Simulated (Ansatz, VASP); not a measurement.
# B5As5H2 (armchair BAs ribbon N=10 H edges): VASP beside Ansatz, part 2 of 2

One calculation is typed for both programs; each brings its own data sets. How far apart do they land? The cell is taken from a series of runs on this material, whose earlier steps may have relaxed, scaled, displaced or heated it; both programs get it as it stands.

VASP 6.6.1 and Ansatz 0.2.0.

So far: Set-up; Ansatz: single point, PBE.

## Step 3: VASP: single point, PBE

Level of this step: PBE; plane waves and PAW (B, As, H) (VASP).

The same cell, functional, mesh and smearing now go to VASP, with its own data sets.

Lines of VASP's logs that name or quote its potential files are left out, and so is its time.

INCAR reads:

```
SYSTEM = B5As5H2
PREC = Accurate
ENCUT = 420
EDIFF = 1E-06
NELM = 120
ISMEAR = -1
SIGMA = 0.05
LREAL = .FALSE.
ALGO = Normal
GGA = PE
NBANDS = 66
LORBIT = 11
LWAVE = .FALSE.
LCHARG = .FALSE.
ISIF = 2
LASPH = .TRUE.
GGA_COMPAT = .FALSE.
EFERMI = MIDGAP
KPAR = 4
```

POSCAR reads:

```
B5As5H2
1.0
   24.8750000000      0.0000000000      0.0000000000
    0.0000000000      7.0000000000      0.0000000000
    0.0000000000      0.0000000000      5.8703779815
B As H
10 10 4
Direct
    0.1935949150      0.5000000000      0.9990239110
    0.3298643800      0.5000000000      0.0015027820
    0.4659791100      0.5000000000      0.0021296320
    0.6018338940      0.5000000000      0.0026076750
    0.7375651980      0.5000000000      0.0028449590
    0.2624253280      0.5000000000      0.5028449590
    0.3981566320      0.5000000000      0.5026076750
    0.5340114160      0.5000000000      0.5021296320
    0.6701261460      0.5000000000      0.5015027820
    0.8063956110      0.5000000000      0.4990239110
    0.1970042520      0.5000000000      0.3237974280
    0.3301596540      0.5000000000      0.3348619070
    0.4660860110      0.5000000000      0.3354549870
    0.6019527200      0.5000000000      0.3351780940
    0.7381707630      0.5000000000      0.3366868720
    0.2618197630      0.5000000000      0.8366868720
    0.3980378060      0.5000000000      0.8351780940
    0.5339045150      0.5000000000      0.8354549870
    0.6698308720      0.5000000000      0.8348619070
    0.8029862740      0.5000000000      0.8237974280
    0.8484780100      0.5000000000      0.4014909000
    0.1450329260      0.5000000000      0.4541827570
    0.1515125160      0.5000000000      0.9014909000
    0.8549576000      0.5000000000      0.9541827570
```

KPOINTS reads:

```
Automatic mesh
0
Gamma
1 1 14
0 0 0
```

PAW data sets: B, As and H (PBE family, release 64).

The run is started by

```bash
> mpirun -np 4 vasp_std
```

Numbers of over 12 decimals in the logs are rounded to 6 here.

Log:

```text
[banner, memory and clock lines left out]
running    4 mpi-ranks, on    1 nodes
 distrk:  each k-point on    1 cores,    4 groups
 distr:  one band on    1 cores,    1 groups

 POSCAR found type information on POSCAR B AsH
 POSCAR found :  3 types and      24 ions
|                                                                             |
|               ----> ADVICE to this user running VASP <----                  |
|                                                                             |
|     You have a (more or less) 'large supercell' and for larger cells it     |
|     might be more efficient to use real-space projection operators.         |
|     Therefore, try LREAL= Auto in the INCAR file.                           |
|     Mind: For very accurate calculation, you might also keep the            |
|     reciprocal projection scheme (i.e. LREAL=.FALSE.).                      |
|                                                                             |

 LDA part: xc-table for (Slater+PW92), standard interpolation
 POSCAR, INCAR and KPOINTS ok, starting setup
 FFT: planning ... GRIDC
 FFT: planning ... GRID_SOFT
 FFT: planning ... GRID
 WAVECAR not read
 entering main loop
       N       E                     dE             d eps       ncg     rms          rms(c)
DAV:   1     0.445777410091E+03    0.44578E+03   -0.24944E+04  1056   0.794E+02
DAV:   2    -0.623554269552E+02   -0.50813E+03   -0.48578E+03  1464   0.170E+02
DAV:   3    -0.125810093456E+03   -0.63455E+02   -0.62879E+02  1320   0.654E+01
DAV:   4    -0.127558353155E+03   -0.17483E+01   -0.17414E+01  1416   0.120E+01
DAV:   5    -0.127602186409E+03   -0.43833E-01   -0.43774E-01  1488   0.165E+00    0.167E+01
DAV:   6    -0.120272660717E+03    0.73295E+01   -0.19647E+01  1224   0.105E+01    0.871E+00
DAV:   7    -0.119277835141E+03    0.99483E+00   -0.26086E+00  1360   0.449E+00    0.362E+00
DAV:   8    -0.118944973859E+03    0.33286E+00   -0.55629E-01  1320   0.181E+00    0.840E-01
DAV:   9    -0.118920602461E+03    0.24371E-01   -0.49432E-02  1344   0.538E-01    0.376E-01
DAV:  10    -0.118918658112E+03    0.19443E-02   -0.12601E-02  1296   0.301E-01    0.142E-01
DAV:  11    -0.118918036250E+03    0.62186E-03   -0.28134E-03  1256   0.153E-01    0.902E-02
DAV:  12    -0.118919456652E+03   -0.14204E-02   -0.18318E-03  1134   0.105E-01    0.335E-02
DAV:  13    -0.118920494831E+03   -0.10382E-02   -0.50077E-04  1164   0.607E-02    0.307E-02
DAV:  14    -0.118921615577E+03   -0.11207E-02   -0.84763E-05  1264   0.315E-02    0.141E-02
DAV:  15    -0.118922914218E+03   -0.12986E-02   -0.94551E-05  1278   0.282E-02    0.143E-02
DAV:  16    -0.118923373493E+03   -0.45927E-03   -0.29458E-05  1280   0.152E-02    0.563E-03
DAV:  17    -0.118923639592E+03   -0.26610E-03   -0.27720E-05  1240   0.136E-02    0.485E-03
DAV:  18    -0.118923657630E+03   -0.18038E-04   -0.19221E-06  1216   0.386E-03    0.172E-03
DAV:  19    -0.118923665764E+03   -0.81343E-05   -0.10522E-06   872   0.305E-03    0.792E-04
DAV:  20    -0.118923668076E+03   -0.23118E-05   -0.21749E-07   896   0.135E-03    0.381E-04
DAV:  21    -0.118923670332E+03   -0.22565E-05   -0.15032E-07   822   0.852E-04    0.134E-04
DAV:  22    -0.118923671598E+03   -0.12657E-05   -0.82437E-08   830   0.554E-04    0.117E-04
DAV:  23    -0.118923672307E+03   -0.70907E-06   -0.63412E-08   830   0.409E-04
   1 F= -.11892367E+03 E0= -.11892367E+03  d E =-.102823E-04
```

Parts of OUTCAR (step 3):

```text
ion  position               nearest neighbor table
   1  0.194  0.500  0.999-  23 1.19  11 1.91  16 1.95
   2  0.330  0.500  0.002-  16 1.95  17 1.96  12 1.96
   3  0.466  0.500  0.002-  18 1.95  17 1.95  13 1.96
   4  0.602  0.500  0.003-  14 1.95  18 1.95  19 1.96
   5  0.738  0.500  0.003-  20 1.94  19 1.95  15 1.96
   6  0.262  0.500  0.503-  11 1.94  12 1.95  16 1.96
   7  0.398  0.500  0.503-  17 1.95  13 1.95  12 1.96
   8  0.534  0.500  0.502-  13 1.95  14 1.95  18 1.96
   9  0.670  0.500  0.502-  15 1.95  14 1.96  19 1.96
  10  0.806  0.500  0.499-  21 1.19  20 1.91  15 1.95
  11  0.197  0.500  0.324-  22 1.50   1 1.91   6 1.94
  12  0.330  0.500  0.335-   6 1.95   2 1.96   7 1.96
  13  0.466  0.500  0.335-   8 1.95   7 1.95   3 1.96
  14  0.602  0.500  0.335-   4 1.95   8 1.95   9 1.96
  15  0.738  0.500  0.337-  10 1.95   9 1.95   5 1.96
  16  0.262  0.500  0.837-   1 1.95   2 1.95   6 1.96
  17  0.398  0.500  0.835-   7 1.95   3 1.95   2 1.96
  18  0.534  0.500  0.835-   3 1.95   4 1.95   8 1.96
  19  0.670  0.500  0.835-   5 1.95   9 1.96   4 1.96
  20  0.803  0.500  0.824-  24 1.50  10 1.91   5 1.94
  21  0.848  0.500  0.401-  10 1.19
  22  0.145  0.500  0.454-  11 1.50
  23  0.152  0.500  0.901-   1 1.19
  24  0.855  0.500  0.954-  20 1.50

  LATTYP: Found a simple orthorhombic cell.
 ALAT       =     5.8703779815
 B/A-ratio  =     1.1924274761
 C/A-ratio  =     4.2373762096

 Subroutine GETGRP returns: Found  4 space group operations
 (whereof  2 operations were pure point group operations)

The static configuration has the point symmetry C_1h.
 The point group associated with its full space group is C_2v.

 Found      8 irreducible k-points:

   k-points           NKPTS =      8   k-points in BZ     NKDIM =      8   number of bands    NBANDS=     66

   dimension x,y,z NGX =   168 NGY =   48 NGZ =   40
   dimension x,y,z NGXF=   336 NGYF=   96 NGZF=   80

   ENCUT  =  420.0 eV  30.87 Ry    5.56 a.u.  41.57 11.70  9.81*2*pi/ulx,y,z

   NELECT =      84.0000    total number of electrons

 k-points in reciprocal lattice and weights: Automatic mesh
   0.00000000  0.00000000  0.00000000       0.071
   0.00000000  0.00000000  0.07142857       0.143
   0.00000000  0.00000000  0.14285714       0.143
   0.00000000  0.00000000  0.21428571       0.143
   0.00000000  0.00000000  0.28571429       0.143
   0.00000000  0.00000000  0.35714286       0.143
   0.00000000  0.00000000  0.42857143       0.143
   0.00000000  0.00000000  0.50000000       0.071

 average (electrostatic) potential at core
       1 -34.4917       2 -34.8670       3 -34.8846       4 -34.9004       5 -34.9466
       6 -34.9466       7 -34.9004       8 -34.8846       9 -34.8670      10 -34.4917
      11 -56.4264      12 -56.3591      13 -56.3367      14 -56.3212      15 -56.2636
      16 -56.2636      17 -56.3212      18 -56.3367      19 -56.3591      20 -56.4264
      21 -38.3715      22 -39.9700      23 -38.3715      24 -39.9700

 E-fermi :  -1.3934

 k-point     1 :       0.0000    0.0000    0.0000
  band No.  band energies     occupation
    ...
     38      -2.7183      2.00000
     39      -2.6123      2.00000
     40      -2.4224      2.00000
     41      -1.9819      1.99998
     42      -1.9064      1.99993
     43      -0.8677      0.00005
     44      -0.8403      0.00003
     45      -0.5120      0.00000
     46      -0.3604      0.00000
     47      -0.0838      0.00000
    ...

 k-point     2 :       0.0000    0.0000    0.0714
  band No.  band energies     occupation
    ...
     38      -2.8170      2.00000
     39      -2.6173      2.00000
     40      -2.5305      2.00000
     41      -2.1106      2.00000
     42      -1.9822      1.99998
     43      -0.8006      0.00001
     44      -0.7058      0.00000
     45      -0.3843      0.00000
     46      -0.2340      0.00000
     47      -0.0987      0.00000
    ...

 k-point     3 :       0.0000    0.0000    0.1429
  band No.  band energies     occupation
    ...
     38      -3.0657      2.00000
     39      -2.7918      2.00000
     40      -2.6330      2.00000
     41      -2.3900      2.00000
     42      -2.1677      2.00000
     43      -0.6386      0.00000
     44      -0.4110      0.00000
     45      -0.1382      0.00000
     46      -0.0650      0.00000
     47       0.1006      0.00000
    ...

  Total        1.8664700      2.4419219      1.8132008      0.0000000      0.0000000      0.0000000
  in kB        2.9255290      3.8274996      2.8420342      0.0000000      0.0000000      0.0000000
  external PRESSURE =       3.1983543 kB  Pullay stress =       0.0000000 kB

  energy-cutoff  :      420.00
  volume of cell :     1022.18
      direct lattice vectors                 reciprocal lattice vectors
    24.875000000  0.000000000  0.000000000     0.040201005  0.000000000  0.000000000
     0.000000000  7.000000000  0.000000000     0.000000000  0.142857143  0.000000000
     0.000000000  0.000000000  5.870377981     0.000000000  0.000000000  0.170346782

 POSITION                                       TOTAL-FORCE (eV/Angst)
 -----------------------------------------------------------------------------------
      4.81567      3.50000      5.86465        -0.053596      0.000000     -0.037368
      8.20538      3.50000      0.00882        -0.001882      0.000000     -0.000332
     11.59123      3.50000      0.01250        -0.002222      0.000000     -0.000554
     14.97062      3.50000      0.01531        -0.001816      0.000000     -0.000159
     18.34693      3.50000      0.01670        -0.003064      0.000000      0.008261
      6.52783      3.50000      2.95189         0.003064      0.000000      0.008261
      9.90415      3.50000      2.95050         0.001816      0.000000     -0.000159
     13.28353      3.50000      2.94769         0.002222      0.000000     -0.000554
     16.66939      3.50000      2.94401         0.001882      0.000000     -0.000332
     20.05909      3.50000      2.92946         0.053596      0.000000     -0.037368
      4.90048      3.50000      1.90081         0.029884      0.000000     -0.012415
      8.21272      3.50000      1.96577         0.001190      0.000000     -0.000565
     11.59389      3.50000      1.96925         0.000674      0.000000     -0.001392
     14.97357      3.50000      1.96762         0.001052      0.000000      0.002114
     18.36200      3.50000      1.97648         0.001201      0.000000     -0.000191
      6.51277      3.50000      4.91167        -0.001201      0.000000     -0.000191
      9.90119      3.50000      4.90281        -0.001052      0.000000      0.002114
     13.28087      3.50000      4.90444        -0.000674      0.000000     -0.001392
     16.66204      3.50000      4.90095        -0.001190      0.000000     -0.000565
     19.97428      3.50000      4.83600        -0.029884      0.000000     -0.012415
     21.10589      3.50000      2.35690         0.013142      0.000000     -0.008215
      3.60769      3.50000      2.66622        -0.085548      0.000000      0.050816
      3.76887      3.50000      5.29209        -0.013142      0.000000     -0.008215
     21.26707      3.50000      5.60141         0.085548      0.000000      0.050816
 -----------------------------------------------------------------------------------
    total drift:                                0.000000      0.000000     -0.001810

  FREE ENERGIE OF THE ION-ELECTRON SYSTEM (eV)
  ---------------------------------------------------
  free  energy   TOTEN  =      -118.9236723072 eV

  energy  without entropy=     -118.9236620249  energy(sigma->0) =     -118.92366717

 total charge
# of ion       s       p       d       tot
------------------------------------------
    1        0.704   1.190   0.000   1.893
    2        0.681   1.156   0.000   1.836
    3        0.681   1.155   0.000   1.836
    4        0.682   1.154   0.000   1.836
    5        0.682   1.158   0.000   1.840
    6        0.682   1.158   0.000   1.840
    7        0.682   1.154   0.000   1.836
    8        0.681   1.155   0.000   1.836
    9        0.681   1.156   0.000   1.836
   10        0.704   1.190   0.000   1.893
   11        1.162   1.731   0.069   2.962
   12        1.166   1.709   0.070   2.945
   13        1.166   1.710   0.070   2.946
   14        1.166   1.711   0.070   2.947
   15        1.165   1.719   0.069   2.953
   16        1.165   1.719   0.069   2.953
   17        1.166   1.711   0.070   2.947
   18        1.166   1.710   0.070   2.946
   19        1.166   1.709   0.070   2.945
   20        1.162   1.731   0.069   2.962
   21        0.608   0.022   0.000   0.630
   22        0.535   0.018   0.000   0.553
   23        0.608   0.022   0.000   0.630
   24        0.535   0.018   0.000   0.553
--------------------------------------------------
tot         20.794  28.862   0.699  50.355

[... 3 further parts left out ...]
```

## Step 4: Differences

Known differences besides the potentials themselves: the data sets hold 184 valence electrons in Ansatz (on its default PAW (the set named soft_2) files) and 84 in VASP. Total energies have different zeros and are not compared.

The two programs side by side:

```csv
quantity,Ansatz,VASP,difference
gap on the k mesh (eV),1.045,1.039,+0.007
```

A gap on the mesh is an upper bound, since the band edges may lie between its points.

## Step 5: Summary of results

```
difference in gap on the k mesh (single point, PBE) : 0.0067 eV
```

The difference in gap on the k mesh is 0.0067 eV (single point, PBE), within the 0.08 eV picked in this series as the mark of a large difference. The data sets hold unlike numbers of valence electrons (184 in Ansatz and 84 in VASP), so part of the differences may come from the potentials. VASP runs on this material, other cells and data sets included, that failed, so that no pair exists: relaxation of the atoms, PBE (timeout). Such differences can come from data sets, numerical settings and the points named under the comparisons, not from the functional's error against experiment.

[Lines on the potential files, build, host, timing and source positions are cut from VASP's logs without a mark.]

[Logs are printed without paths, hosts, clocks, repeated set-up lines and the standing remarks that a program may print on its own settings, such as how far it seeks lower states.]

[Hosts, paths, dates, database ids (printed as entryN), source tags and the programs' standing remarks are cut or masked in the printed files.]
